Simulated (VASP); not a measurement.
# How uniaxial stress along [001] changes CdSe (F-43m)

How do the elastic response and the band edges of CdSe follow uniaxial stress along [001]?

Method: LDA; plane waves and PAW (Cd, Se); cell typed or built by script, in the first sound run; inputs show where later runs differ, in VASP 6.6.1.

**1. Starting point**

It takes space group F-43m (No. 216, cubic). Conventional cell: a = 6.050 Å, b = 6.050 Å, c = 6.050 Å, α = 90.00°, β = 90.00°, γ = 90.00°. Cd has 4 Se at 2.62 Å nearest. Nearest to Se lie 4 Cd at 2.62 Å. Farther neighbours and most contacts between anions are not listed.

As a file:

```cif
data_structure
_symmetry_space_group_name_H-M 'F-43m'
_symmetry_Int_Tables_number 216
_cell_length_a 6.0500
_cell_length_b 6.0500
_cell_length_c 6.0500
_cell_angle_alpha 90.000
_cell_angle_beta 90.000
_cell_angle_gamma 90.000
_cell_volume 221.45
loop_
_atom_site_label
_atom_site_type_symbol
_atom_site_symmetry_multiplicity
_atom_site_Wyckoff_symbol
_atom_site_fract_x
_atom_site_fract_y
_atom_site_fract_z
_atom_site_occupancy
Cd1 Cd 4 a 0.00000 0.00000 0.00000 1
Se1 Se 4 d 0.25000 0.25000 0.75000 1
```

**2. Relax the crystal, LDA**

The series starts from the cell that this level prefers, so that zero strain is near zero stress.

This step took 2 runs in a row; the last is shown.

Level: LDA; plane waves and PAW (Cd, Se); cell typed or built by script.

The input, INCAR:

```
SYSTEM = CdSe
PREC = Accurate
ENCUT = 450
EDIFF = 1E-07
NELM = 120
ISMEAR = 0
SIGMA = 0.02
LREAL = .FALSE.
ALGO = Normal
GGA = CA
NBANDS = 15
LASPH = .TRUE.
LORBIT = 11
LWAVE = .FALSE.
LCHARG = .FALSE.
KPAR = 16
IBRION = 2
NSW = 40
ISIF = 3
EDIFFG = -0.005
POTIM = 0.4
```

The input, POSCAR:

```
CdSe
1.0
    0.0000000000      3.0102352751      3.0102352751
    3.0102352751      0.0000000000      3.0102352751
    3.0102352751      3.0102352751      0.0000000000
Cd Se
1 1
Direct
    0.0000000000      0.0000000000      0.0000000000
    0.2500000000      0.2500000000      0.2500000000
```

The input, KPOINTS:

```
Automatic mesh
0
Gamma
9 9 9
0 0 0
```

Potentials, in the order of the species: Cd and Se (LDA family, release 64).

Launch:

```sh
$ mpirun -np 16 vasp_std
```

The log of the run:

```text
[banner, memory and clock lines left out]
running   16 mpi-ranks, on    1 nodes
[...]
|                                                                             |
|           W    W    AA    RRRRR   N    N  II  N    N   GGGG   !!!           |
|           W    W   A  A   R    R  NN   N  II  NN   N  G    G  !!!           |
|           W    W  A    A  R    R  N N  N  II  N N  N  G       !!!           |
|           W WW W  AAAAAA  RRRRR   N  N N  II  N  N N  G  GGG   !            |
|           WW  WW  A    A  R   R   N   NN  II  N   NN  G    G                |
|           W    W  A    A  R    R  N    N  II  N    N   GGGG   !!!           |
|                                                                             |
|     For optimal performance we recommend to set                             |
|       NCORE = 2 up to number-of-cores-per-socket                            |
|     NCORE specifies how many cores store one orbital (NPAR=cpu/NCORE).      |
|     This setting can greatly improve the performance of VASP for DFT.       |
[...]
|     Unfortunately you need to use the default for GW and RPA                |
|     calculations (for HF NCORE is supported but not extensively tested      |
|     yet).                                                                   |
|                                                                             |

 LDA part: xc-table for (Slater(with rela. corr.)+CA(PZ))
 , standard interpolation
 POSCAR, INCAR and KPOINTS ok, starting setup
[...]
entering main loop
       N       E                     dE             d eps       ncg     rms          rms(c)
DAV:   1     0.101608436630E+03    0.10161E+03   -0.81555E+03  1058   0.960E+02
DAV:   2    -0.319394261801E+01   -0.10480E+03   -0.98807E+02  1239   0.254E+02
DAV:   3    -0.711613717192E+01   -0.39222E+01   -0.39144E+01  1309   0.512E+01
DAV:   4    -0.713291401481E+01   -0.16777E-01   -0.16776E-01  1267   0.333E+00
[...]
DAV:  11    -0.676197850730E+01   -0.45949E-05   -0.17463E-05  1113   0.373E-02    0.124E-02
DAV:  12    -0.676197807923E+01    0.42807E-06   -0.17261E-06  1344   0.198E-02    0.468E-03
DAV:  13    -0.676197812872E+01   -0.49491E-07   -0.21885E-07  1127   0.299E-03
   1 F= -.67619781E+01 E0= -.67619781E+01  d E =-.676198E+01
[...]
reached required accuracy - stopping structural energy minimisation
```

Wall time 3.4 s (16 MPI ranks of Intel Xeon 6975P-C (Granite Rapids), shared host); peak memory 2.6 GiB.

Lines that name or quote the potential files are left out of all logs, and their timing lines are given in words.

OUTCAR, selected parts (step 2):

```text
  Total       -0.0057860     -0.0057860     -0.0057860      0.0000000      0.0000000      0.0000000
  in kB       -0.1699248     -0.1699248     -0.1699248      0.0000000      0.0000000      0.0000000
  external PRESSURE =      -0.1699248 kB  Pullay stress =       0.0000000 kB

 POSITION                                       TOTAL-FORCE (eV/Angst)
 -----------------------------------------------------------------------------------
      0.00000      0.00000      0.00000         0.000000      0.000000      0.000000
      1.50512      1.50512      1.50512        -0.000000     -0.000000     -0.000000
 -----------------------------------------------------------------------------------
    total drift:                               -0.000000     -0.000000     -0.000000

  FREE ENERGIE OF THE ION-ELECTRON SYSTEM (eV)
  ---------------------------------------------------
  free  energy   TOTEN  =        -6.7619781287 eV

  energy  without entropy=       -6.7619781287  energy(sigma->0) =       -6.76197813

 reached required accuracy - stopping structural energy minimisation

[... 3 further parts left out ...]
[key lines of the parts left out:]
E-fermi :   1.2255
```

This run gave:

* energy(sigma→0) of the program: -6.7620 eV
* stress, compression positive: xx, yy, zz -0.02, -0.02, -0.02 GPa
* volume: 54.555 Å³
* ionic steps: 1

**3. Strain across the axis, LDA**

One member in full: the axis is strained by 2 %, and the two directions across it are strained alike until their mean stress is under 0.012 GPa or five steps are spent.

This step took 3 runs, each at a new trial strain with the atoms of the one before; the last is shown.

Level: LDA; plane waves and PAW (Cd, Se); cell typed or built by script.

Changes to INCAR since step 2:

```diff
@@ -15,7 +15,7 @@
 LCHARG = .FALSE.
-KPAR = 16
-IBRION = 2
-NSW = 40
-ISIF = 3
-EDIFFG = -0.005
-POTIM = 0.4
+KPAR = 4
+IBRION = 1
+NSW = 25
+ISIF = 2
+EDIFFG = -0.004
+POTIM = 0.3
```

The input, POSCAR:

```
CdSe
1.0
    0.0000000000      2.9845196880      3.0704399810
    2.9845196880      0.0000000000      3.0704399810
    2.9845196880      2.9845196880      0.0000000000
Cd Se
1 1
Direct
    0.0000000000      0.0000000000      0.0000000000
    0.2500000000      0.2500000000      0.2500000000
```

KPOINTS is that of step 2.

Launch:

```sh
$ mpirun -np 4 vasp_std
```

The log of the run:

```text
[banner, memory and clock lines left out]
running    4 mpi-ranks, on    1 nodes
[...]
LDA part: xc-table for (Slater(with rela. corr.)+CA(PZ))
 , standard interpolation
 POSCAR, INCAR and KPOINTS ok, starting setup
[...]
entering main loop
       N       E                     dE             d eps       ncg     rms          rms(c)
DAV:   1     0.987376536140E+02    0.98738E+02   -0.81869E+03  2314   0.962E+02
DAV:   2    -0.324055958857E+01   -0.10198E+03   -0.97125E+02  2628   0.252E+02
DAV:   3    -0.711474972349E+01   -0.38742E+01   -0.38669E+01  2670   0.508E+01
DAV:   4    -0.713173237441E+01   -0.16983E-01   -0.16982E-01  2831   0.335E+00
[...]
DAV:  11    -0.676023964365E+01   -0.46341E-05   -0.17570E-05  2565   0.375E-02    0.124E-02
DAV:  12    -0.676023920768E+01    0.43597E-06   -0.17556E-06  2845   0.199E-02    0.463E-03
DAV:  13    -0.676023925747E+01   -0.49795E-07   -0.22521E-07  2544   0.303E-03
   1 F= -.67602393E+01 E0= -.67602393E+01  d E =-.676024E+01
 BRION: g(F)=  0.116E-46 g(S)=  0.000E+00
 reached required accuracy - stopping structural energy minimisation
```

Wall time 6.6 s (4 MPI ranks); peak memory 0.7 GiB; 24 s of CPU time.

Parts of OUTCAR (step 3):

```text
  Total       -0.0010709     -0.0010709     -0.1932393      0.0000000      0.0000000      0.0000000
  in kB       -0.0313671     -0.0313671     -5.6601313      0.0000000      0.0000000      0.0000000
  external PRESSURE =      -1.9076218 kB  Pullay stress =       0.0000000 kB

 POSITION                                       TOTAL-FORCE (eV/Angst)
 -----------------------------------------------------------------------------------
      0.00000      0.00000      0.00000        -0.000000     -0.000000     -0.000000
      1.49226      1.49226      1.53522         0.000000      0.000000      0.000000
 -----------------------------------------------------------------------------------
    total drift:                               -0.000000     -0.000000     -0.000000

  FREE ENERGIE OF THE ION-ELECTRON SYSTEM (eV)
  ---------------------------------------------------
  free  energy   TOTEN  =        -6.7602392575 eV

  energy  without entropy=       -6.7602392575  energy(sigma->0) =       -6.76023926

[... 1 part as in an earlier step ...]

[... 3 further parts left out ...]
[key lines of the parts left out:]
E-fermi :   1.2225
```

Numbers from this step:

* energy(sigma→0) of the program: -6.7602 eV
* stress, compression positive: xx, yy, zz 0.00, 0.00, -0.57 GPa
* ionic steps: 1

**4. Band edges, HSE06**

Short lines in KPOINTS_OPT sample the zone centre along and across the axis, for masses, and the other valleys.

Level: HSE06; plane waves and PAW (Cd, Se); cell typed or built by script.

The input, INCAR:

```
SYSTEM = CdSe
PREC = Accurate
ENCUT = 450
EDIFF = 1E-06
NELM = 100
ISMEAR = 0
SIGMA = 0.02
LREAL = .FALSE.
ALGO = Normal
LHFCALC = .TRUE.
AEXX = 0.25
GGA = PE
HFSCREEN = 0.2
LASPH = .TRUE.
NBANDS = 14
PRECFOCK = Fast
LWAVE = .FALSE.
LCHARG = .FALSE.
KPAR = 4
```

POSCAR is that of step 3.

The input, KPOINTS:

```
Automatic mesh
0
Gamma
5 5 5
0 0 0
```

The input, KPOINTS_OPT:

```
Line mode
6
Line-mode
Reciprocal
  0.00000000   0.00000000   0.00000000
  0.02443379   0.02443379   0.00000000

  0.00000000   0.00000000   0.00000000
 -0.00000000  -0.02375005  -0.02375005

  0.31000000   0.31000000   0.00000000
  0.50000000   0.50000000   0.00000000

  0.00000000   0.31000000   0.31000000
  0.00000000   0.50000000   0.50000000

  0.45000000   0.45000000   0.45000000
  0.50000000   0.50000000   0.50000000

  0.45000000   0.00000000   0.00000000
  0.50000000   0.00000000   0.00000000

  0.42500000   0.42500000   0.00000000
  0.42500000   0.44875005   0.02375005

  0.50000000   0.50000000   0.50000000
  0.48320618   0.51679382   0.50000000
```

Launch:

```sh
$ mpirun -np 4 vasp_std
```

The log of the run:

```text
[banner, memory and clock lines left out]
running    4 mpi-ranks, on    1 nodes
[...]
|                                                                             |
|               ----> ADVICE to this user running VASP <----                  |
|                                                                             |
|     You enforced a specific xc type in the INCAR file but a different       |
|     [... a line on the potential file left out ...]
|     I HOPE YOU KNOW WHAT YOU ARE DOING!                                     |
|                                                                             |

 LDA part: xc-table for (Slater+PW92), standard interpolation
 found WAVECAR, reading the header
 POSCAR, INCAR and KPOINTS ok, starting setup
[...]
reading WAVECAR
 the WAVECAR file was read successfully
 initial charge from wavefunction
 entering main loop
       N       E                     dE             d eps       ncg     rms          rms(c)
DAV:   1    -0.685380377330E+01   -0.68538E+01   -0.11777E+00   510   0.127E+01    0.343E+00
DAV:   2    -0.684540864216E+01    0.83951E-02   -0.88072E-02   588   0.445E+00    0.178E+00
DAV:   3    -0.683921618051E+01    0.61925E-02   -0.15090E-02   606   0.164E+00    0.106E+00
DAV:   4    -0.683825537343E+01    0.96081E-03   -0.19946E-03   558   0.455E-01    0.641E-01
DAV:   5    -0.683807198786E+01    0.18339E-03   -0.31734E-04   522   0.142E-01    0.380E-01
DAV:   6    -0.683802279301E+01    0.49195E-04   -0.43907E-05   528   0.549E-02    0.220E-01
DAV:   7    -0.683800519075E+01    0.17602E-04   -0.80941E-06   528   0.248E-02    0.126E-01
DAV:   8    -0.683800042118E+01    0.47696E-05   -0.39614E-06   522   0.157E-02    0.715E-02
DAV:   9    -0.683799973702E+01    0.68416E-06   -0.16442E-06   522   0.971E-03
   1 F= -.68379997E+01 E0= -.68379997E+01  d E =-.608061E-27
 Start KPOINTS_OPT (optional k-point list driver)
k-point batch [1-18\48]
       N       E                     dE             ncg
DAV:   1     0.513440830211E+03   -0.26379E+04      512
DAV:   2    -0.183374701336E+04   -0.23472E+04      588
DAV:   3    -0.197251876353E+04   -0.13877E+03      546
DAV:   4    -0.197444670450E+04   -0.19279E+01      618
DAV:   5    -0.197445548336E+04   -0.87789E-02      600
DAV:   6    -0.197445556981E+04   -0.86449E-04      552
DAV:   7    -0.197445557113E+04   -0.13233E-05      504
DAV:   8    -0.197445557119E+04   -0.51827E-07      396
[...]
k-point batch [37-48\48]
       N       E                     dE             ncg
DAV:   1     0.293117409107E+04   -0.57359E+04      336
DAV:   2     0.134750560468E+04   -0.15837E+04      354
DAV:   3     0.126388349242E+04   -0.83622E+02      444
DAV:   4     0.126275175387E+04   -0.11317E+01      384
DAV:   5     0.126274575366E+04   -0.60002E-02      408
DAV:   6     0.126274571499E+04   -0.38678E-04      396
DAV:   7     0.126274571460E+04   -0.38779E-06      270
```

Wall time 4.9 min (4 MPI ranks); peak memory 1.2 GiB; 20 min of CPU time.

OUTCAR, selected parts (step 4):

```text
  LATTYP: Found a body centered tetragonal cell.
 ALAT       =     4.2207482199
 C/A-ratio  =     1.4549268618

 Subroutine GETGRP returns: Found  8 space group operations
 (whereof  8 operations were pure point group operations)

The static configuration has the point symmetry D_2d.

 Found     18 irreducible k-points:

   k-points           NKPTS =     18   k-points in BZ     NKDIM =    125   number of bands    NBANDS=     14

   dimension x,y,z NGX =    30 NGY =   30 NGZ =   30
   dimension x,y,z NGXF=    60 NGYF=   60 NGZF=   60

   ENCUT  =  450.0 eV  33.07 Ry    5.75 a.u.   7.41  7.41  7.30*2*pi/ulx,y,z

   NELECT =      18.0000    total number of electrons

  exchange ACFDT corr.  =         0.00000000  see jH, gK, PRB 81, 115126

 E-fermi :   0.9057

 k-point     1 :       0.0000    0.0000    0.0000
  band No.  band energies     occupation
    ...
      5      -8.1185      2.00000
      6      -8.1117      2.00000
      7       0.6596      2.00000
      8       0.7586      2.00000
      9       0.7586      2.00000
     10       2.3646      0.00000
     11       7.7492      0.00000
     12       7.7518      0.00000
     13       7.7518      0.00000
     14      11.8948      0.00000

 k-point     2 :       0.2000    0.0000    0.0000
  band No.  band energies     occupation
    ...
      5      -8.1165      2.00000
      6      -8.1145      2.00000
      7      -1.4684      2.00000
      8       0.3610      2.00000
      9       0.4547      2.00000
     10       3.8672      0.00000
     11       7.5601      0.00000
     12       8.1878      0.00000
     13       8.2411      0.00000
     14      11.7677      0.00000

 POSITION                                       TOTAL-FORCE (eV/Angst)
 -----------------------------------------------------------------------------------
      0.00000      0.00000      0.00000         0.000000      0.000000     -0.000000
      1.49226      1.49226      1.53522        -0.000000     -0.000000      0.000000
 -----------------------------------------------------------------------------------
    total drift:                               -0.000002     -0.000002     -0.000019

  FREE ENERGIE OF THE ION-ELECTRON SYSTEM (eV)
  ---------------------------------------------------
  free  energy   TOTEN  =        -6.8379997370 eV

  energy  without entropy=       -6.8379997370  energy(sigma->0) =       -6.83799974

[... 1 part as in an earlier step ...]

[... 7 further parts left out ...]
```

Read from the output:

| Quantity | Value |
| --- | --- |
| energy(sigma→0) of the program | -6.8380 eV |

[end of part 1 of 2]

[Lines on the potential files, build, host, timing and source positions are cut from VASP's logs without a mark.]

[Logs are printed without paths, hosts, clocks, repeated set-up lines and the standing remarks that a program may print on its own settings, such as how far it seeks lower states.]

[Hosts, paths, dates, database ids (printed as entryN), source tags and the programs' standing remarks are cut or masked in the printed files.]

[In band tables of VASP the shares of atoms and orbitals are scaled to a sum of 1 inside the atoms' spheres.]
